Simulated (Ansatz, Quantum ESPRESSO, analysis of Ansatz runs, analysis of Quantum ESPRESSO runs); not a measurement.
# Substitutional N in diamond: charge-transition level, PBE (Quantum ESPRESSO), part 3 of 4

How near does this set-up come to the measured charge-transition level? Subject: substitutional N in diamond. Set-up: PBE, GBRV 1.5 PBE, cutoffs x 0.7, 64-site cell, PBE lattice, k: the zone centre alone then 2x2x2 shifted, started with the impurity moved along one bond, start relaxed with Ansatz. The model is a cell of 64 host atoms with 1 C taken out and 1 N put in. The level is the Fermi energy at which two charge states have equal formation energy, after a correction for the images of the charge. This set-up takes another basis size than the usual one.

Quantum ESPRESSO 7.5; PBE, GBRV 1.5 PBE, cutoffs x 0.7, 64-site cell, PBE lattice, k: the zone centre alone then 2x2x2 shifted, started with the impurity moved along one bond, start relaxed with Ansatz.

So far: The structure; Relaxation, charge +1; Single point, charge +1.

**4. Relaxation, charge 0**

Level of this step: Quantum ESPRESSO plane-wave DFT, PBE, GBRV 1.5 PBE potentials; relaxation of all atoms of a defect supercell (Quantum ESPRESSO).

The input, pw.in:

```
&CONTROL
  calculation = 'relax'
  prefix = 'pwscf'
  outdir = './tmp'
  pseudo_dir = './pseudo'
  tprnfor = .true.
  disk_io = 'low'
  nstep = 70
  forc_conv_thr = 0.00078
  etot_conv_thr = 0.0001
/
&SYSTEM
  ibrav = 0
  nat = 64
  ntyp = 2
  ecutwfc = 31
  ecutrho = 252
  nbnd = 133
  occupations = 'smearing'
  smearing = 'fd'
  degauss = 0.00073499
  nspin = 2
  starting_magnetization(1) = 0.125
  starting_magnetization(2) = 0.1
  tot_magnetization = 1
  nosym = .true.
/
&ELECTRONS
  conv_thr = 6d-08
  electron_maxstep = 100
  mixing_beta = 0.3
/
&IONS
  ion_dynamics = 'bfgs'
/
ATOMIC_SPECIES
C     12.0110 c_pbe_v1.2.uspp.F.UPF
N     14.0070 n_pbe_v1.2.uspp.F.UPF
CELL_PARAMETERS angstrom
   7.1455291292    0.0000000000    0.0000000000
   0.0000000000    7.1455291292    0.0000000000
   0.0000000000    0.0000000000    7.1455291292
ATOMIC_POSITIONS crystal
C     -0.0026930187   -0.0022165246    0.2492694990
C     -0.0026939798    0.2498911131   -0.0028379823
[... 1 atom line left out ...]
C      0.2303703354    0.2308467627    0.2302339778
C      0.1226625704    0.1231412305    0.3712888714
[... 2 atom lines left out ...]
N      0.3919822213    0.3924637499    0.3918481205
[... 5 atom lines left out ...]
C      0.1276598613    0.3746888529    0.6234263699
C      0.3742100571    0.1281389182    0.6234262890
[... 5 atom lines left out ...]
C      0.1276579340    0.6240478217    0.3740666275
[... 1 atom line left out ...]
C      0.3742135423    0.6240510635    0.1275116364
[... 3 atom lines left out ...]
C      0.2564322260    0.5032735915    0.5026557236
[... 9 atom lines left out ...]
C      0.6235715475    0.1281378574    0.3740650091
C      0.6235736605    0.3746898094    0.1275130565
[... 3 atom lines left out ...]
C      0.5027982591    0.2569099361    0.5026557682
[... 6 atom lines left out ...]
C      0.5028088944    0.5032850776    0.2562802468
[... 14 atom lines left out ...]
C      0.8749485828    0.8754290916    0.8748061679
K_POINTS gamma
```

Run with:

```sh
$ OMP_NUM_THREADS=1 mpirun -n 4 pw.x -in pw.in > pw.out
```

What it wrote:

```text
[banner, memory and clock lines left out]
          URL

     gamma-point specific algorithms are used

     bravais-lattice index     =            0
     lattice parameter (alat)  =      13.5031  a.u.
     unit-cell volume          =    2462.0665 (a.u.)^3
     number of atoms/cell      =           64
     number of atomic types    =            2
     number of electrons       =       257.00 (up: 129.00, down: 128.00)
     number of Kohn-Sham states=          133
     kinetic-energy cutoff     =      31.0000  Ry
     charge density cutoff     =     252.0000  Ry
     scf convergence threshold =      6.0E-08
     mixing beta               =       0.3000
     number of iterations used =            8  plain     mixing
     energy convergence thresh.=      1.0E-04
     force convergence thresh. =      7.8E-04
     Exchange-correlation= SLA  PW   PBE  PBE
                           (   1   4   3   4   0   0   0)
     nstep                     =           70

     celldm(1)=  13.503093  celldm(2)=   0.000000  celldm(3)=   0.000000
     celldm(4)=   0.000000  celldm(5)=   0.000000  celldm(6)=   0.000000

     crystal axes: (cart. coord. in units of alat)
               a(1) = (   1.000000   0.000000   0.000000 )
               a(2) = (   0.000000   1.000000   0.000000 )
               a(3) = (   0.000000   0.000000   1.000000 )

     reciprocal axes: (cart. coord. in units 2 pi/alat)
               b(1) = (  1.000000  0.000000  0.000000 )
               b(2) = (  0.000000  1.000000  0.000000 )
               b(3) = (  0.000000  0.000000  1.000000 )

     PseudoPot. # 1 for C  read from file:
     c_pbe_v1.2.uspp.F.UPF
     Pseudo is Ultrasoft + core correction, Zval =  4.0
     Generated by new atomic code, or converted to UPF format
     Using radial grid of  721 points,  4 beta functions with:
                l(1) =   0
                l(2) =   0
                l(3) =   1
                l(4) =   1
     Q(r) pseudized with  8 coefficients,  rinner =    1.100   1.100   1.100

     PseudoPot. # 2 for N  read from file:
     n_pbe_v1.2.uspp.F.UPF
     Pseudo is Ultrasoft + core correction, Zval =  5.0
     Generated by new atomic code, or converted to UPF format
     Using radial grid of  729 points,  4 beta functions with:
                l(1) =   0
                l(2) =   0
                l(3) =   1
                l(4) =   1
     Q(r) pseudized with  8 coefficients,  rinner =    0.900   0.900   0.900

     atomic species   valence    mass     pseudopotential
     C                 4.00    12.01100     C ( 1.00)
     N                 5.00    14.00700     N ( 1.00)

     Starting magnetic structure
     atomic species   magnetization
     C               0.125
     N               0.100

     No symmetry found

   Cartesian axes

     site n.     atom                  positions (alat units)
         1        C      tau(   1) = (  -0.0026930  -0.0022165   0.2492695  )
         2        C      tau(   2) = (  -0.0026940   0.2498911  -0.0028380  )
         3        C      tau(   3) = (   0.2494130  -0.0022170  -0.0028378  )
         4        C      tau(   4) = (   0.2303703   0.2308468   0.2302340  )
         5        C      tau(   5) = (   0.1226626   0.1231412   0.3712889  )
         6        C      tau(   6) = (   0.1226622   0.3719058   0.1225186  )
         7        C      tau(   7) = (   0.3714298   0.1231401   0.1225181  )
         8        N      tau(   8) = (   0.3919822   0.3924637   0.3918481  )
         9        C      tau(   9) = (  -0.0001398   0.0003389   0.7487798  )
        10        C      tau(  10) = (   0.0012021   0.2505981   0.4983374  )
        11        C      tau(  11) = (   0.2501177   0.0016798   0.4983390  )
        12        C      tau(  12) = (   0.2501997   0.2506787   0.7494799  )
        13        C      tau(  13) = (   0.1243161   0.1247953   0.8733957  )
        14        C      tau(  14) = (   0.1276599   0.3746889   0.6234264  )
        15        C      tau(  15) = (   0.3742101   0.1281389   0.6234263  )
        16        C      tau(  16) = (   0.3751444   0.3756240   0.8758084  )
        17        C      tau(  17) = (   0.0011985   0.4989620   0.2499719  )
[...]
57        C      tau(  57) = (   0.5009914   0.5014654   0.7518841  )
        58        C      tau(  58) = (   0.5009908   0.7525074   0.5008452  )
        59        C      tau(  59) = (   0.7520296   0.5014678   0.5008472  )
        60        C      tau(  60) = (   0.7504646   0.7509433   0.7503225  )
        61        C      tau(  61) = (   0.6253985   0.6258747   0.8764331  )
        62        C      tau(  62) = (   0.6253984   0.8770561   0.6252559  )
        63        C      tau(  63) = (   0.8765767   0.6258762   0.6252563  )
        64        C      tau(  64) = (   0.8749486   0.8754291   0.8748062  )

     number of k points=     1  Fermi-Dirac smearing, width (Ry)=  0.0007
                       cart. coord. in units 2pi/alat
        k(    1) = (   0.0000000   0.0000000   0.0000000), wk =   1.0000000

     Dense  grid:    83135 G-vectors     FFT dimensions: (  72,  72,  72)

     Smooth grid:    28682 G-vectors     FFT dimensions: (  48,  48,  48)

     Generating pointlists ...
     new r_m :   0.0855 (alat units)  1.1541 (a.u.) for type    1
     new r_m :   0.0855 (alat units)  1.1541 (a.u.) for type    2

     Initial potential from superposition of free atoms

     starting charge     256.9974, renormalised to     257.0000
     Starting wfcs are  256 randomized atomic wfcs

     Self-consistent Calculation

     iteration #  1     ecut=    31.00 Ry     beta= 0.30
     Davidson diagonalization with overlap
     ethr =  1.00E-02,  avg # of iterations =  2.0

     total energy              =    -742.92580554 Ry
     estimated scf accuracy    <       4.00175698 Ry

     total magnetization       =     1.00 Bohr mag/cell
     absolute magnetization    =     1.25 Bohr mag/cell

     iteration #  2     ecut=    31.00 Ry     beta= 0.30
     Davidson diagonalization with overlap
     ethr =  1.56E-03,  avg # of iterations =  1.5

     total energy              =    -742.55131704 Ry
     estimated scf accuracy    <       1.61978154 Ry

     total magnetization       =     1.00 Bohr mag/cell
     absolute magnetization    =     1.11 Bohr mag/cell

     iteration #  3     ecut=    31.00 Ry     beta= 0.30
     Davidson diagonalization with overlap
     ethr =  6.30E-04,  avg # of iterations =  2.0

     total energy              =    -742.69189177 Ry
     estimated scf accuracy    <       0.02412171 Ry

     total magnetization       =     1.00 Bohr mag/cell
[...]
atom    8 type  2   force =     0.00083604    0.00078013    0.00062209
     atom    9 type  1   force =    -0.00008240   -0.00008778    0.00010276
     atom   10 type  1   force =     0.00015503   -0.00008827   -0.00003954
     atom   11 type  1   force =    -0.00006881    0.00016523   -0.00004847
     atom   12 type  1   force =    -0.00005214   -0.00005470    0.00037480
     atom   13 type  1   force =     0.00010568    0.00008910   -0.00001868
     atom   14 type  1   force =    -0.00016401    0.00042873    0.00003026
     atom   15 type  1   force =     0.00043324   -0.00016744    0.00002567
     atom   16 type  1   force =    -0.00006714   -0.00007969   -0.00025542
[...]
Total force =     0.003681     Total SCF correction =     0.000516
     SCF correction compared to forces is large: reduce conv_thr to get better values

     BFGS Geometry Optimization
     Energy error            =      1.4E-05 Ry
     Gradient error          =      1.0E-03 Ry/Bohr

     number of scf cycles    =   1
     number of bfgs steps    =   0

     energy             new  =    -742.7031549585 Ry

     new trust radius        =       0.0016842127 bohr
     new conv_thr            =       0.0000000600 Ry

ATOMIC_POSITIONS (crystal)
C               -0.0026944298       -0.0022171205        0.2492621554
C               -0.0026954307        0.2498837973       -0.0028396823
C                0.2494056854       -0.0022179060       -0.0028394720
C                0.2303007289        0.2307777317        0.2301568628
C                0.1226522106        0.1231301684        0.3713599231
C                0.1226537709        0.3719788683        0.1225099029
C                0.3715016833        0.1231309015        0.1225095454
N                0.3920441362        0.3925215241        0.3918941909
C               -0.0001459508        0.0003323922        0.7487874156
C                0.0012135662        0.2505915579        0.4983345044
C                0.2501126214        0.0016919948        0.4983353945
C                0.2501958725        0.2506746451        0.7495076112
C                0.1243239472        0.1248019478        0.8733942837
C                0.1276477148        0.3747206036        0.6234286111
C                0.3742421416        0.1281265180        0.6234281897
C                0.3751394729        0.3756180748        0.8757894944
[...]
NEW-OLD atomic charge density approx. for the potential
     Generating pointlists ...

     Self-consistent Calculation

     iteration #  1     ecut=    31.00 Ry     beta= 0.30
     Davidson diagonalization with overlap
     ethr =  1.00E-06,  avg # of iterations =  2.0

     Threshold (ethr) on eigenvalues was too large:
     Diagonalizing with lowered threshold

     Davidson diagonalization with overlap
     ethr =  6.04E-10,  avg # of iterations =  5.5

     total energy              =    -742.70316147 Ry
     estimated scf accuracy    <       0.00000210 Ry

     total magnetization       =     1.00 Bohr mag/cell
     absolute magnetization    =     1.14 Bohr mag/cell

     iteration #  2     ecut=    31.00 Ry     beta= 0.30
     Davidson diagonalization with overlap
     ethr =  8.15E-10,  avg # of iterations =  3.0

     total energy              =    -742.70316159 Ry
     estimated scf accuracy    <       0.00000050 Ry

     total magnetization       =     1.00 Bohr mag/cell
     absolute magnetization    =     1.14 Bohr mag/cell

     iteration #  3     ecut=    31.00 Ry     beta= 0.30
     Davidson diagonalization with overlap
     ethr =  1.95E-10,  avg # of iterations =  3.0

     total energy              =    -742.70316165 Ry
     estimated scf accuracy    <       0.00000012 Ry

     total magnetization       =     1.00 Bohr mag/cell
     absolute magnetization    =     1.14 Bohr mag/cell

     iteration #  4     ecut=    31.00 Ry     beta= 0.30
     Davidson diagonalization with overlap
     ethr =  4.53E-11,  avg # of iterations =  3.5

     Magnetic moment per site  (integrated on atomic sphere of radius R)
[...]
atom  57 (R=0.085)  charge=  1.8249  magn=  0.0015
     atom  58 (R=0.085)  charge=  1.8250  magn=  0.0015
     atom  59 (R=0.085)  charge=  1.8249  magn=  0.0015
     atom  60 (R=0.085)  charge=  1.8208  magn=  0.0001
     atom  61 (R=0.085)  charge=  1.8261  magn= -0.0000
     atom  62 (R=0.085)  charge=  1.8261  magn= -0.0000
     atom  63 (R=0.085)  charge=  1.8261  magn= -0.0000
     atom  64 (R=0.085)  charge=  1.8230  magn=  0.0002

     End of self-consistent calculation

 ------ SPIN UP ------------

          k = 0.0000 0.0000 0.0000 (  3562 PWs)   bands (ev):

[...]
15.3419  17.4060  17.6107  17.6112  17.7490

 ------ SPIN DOWN ----------

          k = 0.0000 0.0000 0.0000 (  3562 PWs)   bands (ev):

[...]
5.0214   5.0214   5.1239   5.1239   5.1855   5.5436   5.5436   5.5956
     5.6432   5.6649   5.6650   5.6950   5.6950   5.7217   5.8103   5.8103
     6.0527   6.8485   6.8486   7.0238   7.0238   7.0266   7.0984   8.4052
     8.4054   8.6133   8.7761   8.7761   8.8978   8.9748   8.9748   9.0724
     9.1238   9.1238   9.1453   9.1453   9.1744   9.2034   9.2241   9.2241
     9.4829   9.9616   9.9616  10.1978  10.1978  10.2343  10.2343  10.2353
    10.2863  10.3374  10.3404  10.3404  10.3802  10.4347  10.4347  10.4757
    10.4757  10.5503  10.5571  10.5571  11.1823  13.1987  13.1987  13.4195
    16.3833  17.4662  17.6213  17.6222  17.7604

     the spin up/dw Fermi energies are    16.2141   14.5679 ev

!    total energy              =    -742.70316168 Ry
     estimated scf accuracy    <       0.00000002 Ry
     smearing contrib. (-TS)   =       0.00000000 Ry
     internal energy E=F+TS    =    -742.70316168 Ry

     The total energy is F=E-TS. E is the sum of the following terms:
     one-electron contribution =     252.43932563 Ry
     hartree contribution      =      65.29637417 Ry
     xc contribution           =    -237.67141972 Ry
     ewald contribution        =    -822.76744175 Ry

     total magnetization       =     1.00 Bohr mag/cell
     absolute magnetization    =     1.14 Bohr mag/cell

     convergence has been achieved in   4 iterations

     Forces acting on atoms (cartesian axes, Ry/au):

[...]
atom   57 type  1   force =    -0.00000624   -0.00000053   -0.00001496
     atom   58 type  1   force =    -0.00000602   -0.00002190   -0.00000094
     atom   59 type  1   force =    -0.00001163   -0.00000175   -0.00000083
     atom   60 type  1   force =     0.00002162    0.00001757    0.00000825
     atom   61 type  1   force =    -0.00005751   -0.00004652   -0.00002723
     atom   62 type  1   force =    -0.00005550   -0.00002668   -0.00005497
     atom   63 type  1   force =    -0.00002174   -0.00005899   -0.00006458
     atom   64 type  1   force =    -0.00001524   -0.00001591   -0.00001792

     Total force =     0.001637     Total SCF correction =     0.000102
     Energy error            =      6.7E-06 Ry
     Gradient error          =      5.1E-04 Ry/Bohr

     bfgs converged in   2 scf cycles and   1 bfgs steps
     (criteria: energy <  1.0E-04 Ry, force <  7.8E-04 Ry/Bohr)

     End of BFGS Geometry Optimization

     Final energy             =    -742.7031616782 Ry

     File ./tmp/pwscf.bfgs deleted, as requested
Begin final coordinates

ATOMIC_POSITIONS (crystal)
[...]
C                0.5009847135        0.5014610868        0.7518672684
C                0.5009849769        0.7524913172        0.5008393694
C                0.7520123196        0.5014621896        0.5008396476
C                0.7504581289        0.7509368528        0.7503153376
C                0.6254041528        0.6258806239        0.8764262872
C                0.6254036812        0.8770498422        0.6252595491
C                0.8765705235        0.6258820224        0.6252605076
C                0.8749531051        0.8754317978        0.8748095702
End final coordinates
```

The job ended after 18 s (4 MPI ranks of Arm Neoverse V1, shared host; peak memory 0.41 GiB; 71 s of CPU time).

Hardly anything moved in the relaxation; the energy changed by under 0.2 meV an atom.

Neighbours of N8 at the end:

```csv
atom,distance (Å)
C49,1.481
C42,1.481
C27,1.481
C4,2.002
C31,2.384
C53,2.384
C46,2.384
C38,2.514
C37,2.514
C23,2.514
C21,2.514
C15,2.514
C14,2.514
```

Numbers from this step:

- total moment: 1.000 μB
- integral of the absolute spin density: 1.142 μB

[end of part 3 of 4]

[Logs are printed without paths, hosts, clocks, repeated set-up lines and the standing remarks that a program may print on its own settings, such as how far it seeks lower states.]

[Hosts, paths, dates, database ids (printed as entryN), source tags and the programs' standing remarks are cut or masked in the printed files.]

[For some hosts the program warned that the k-mesh of the response run may be too coarse for force constants and the static dielectric constant; such warnings are not shown here.]
